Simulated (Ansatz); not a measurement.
Computed with Ansatz, DFT r2SCAN, scalar-relativistic, plane waves, PAW. All cells share a 500 eV cutoff and Γ-centred k meshes spaced at most 0.3 Å⁻¹ (0.19 for metals, 2π included).

Temperature and zero-point effects are left out. The comparison covers the computed candidates alone. For metals, differences of a few meV/atom aren't resolved. Spin–orbit coupling is left out. No run is spin-polarised.

Which is lower for GePt2, the Fe2P or the fluorite structure, and by how much?

The fluorite structure, by 35 meV/atom. It takes 16.5 Å³/atom against 15.5.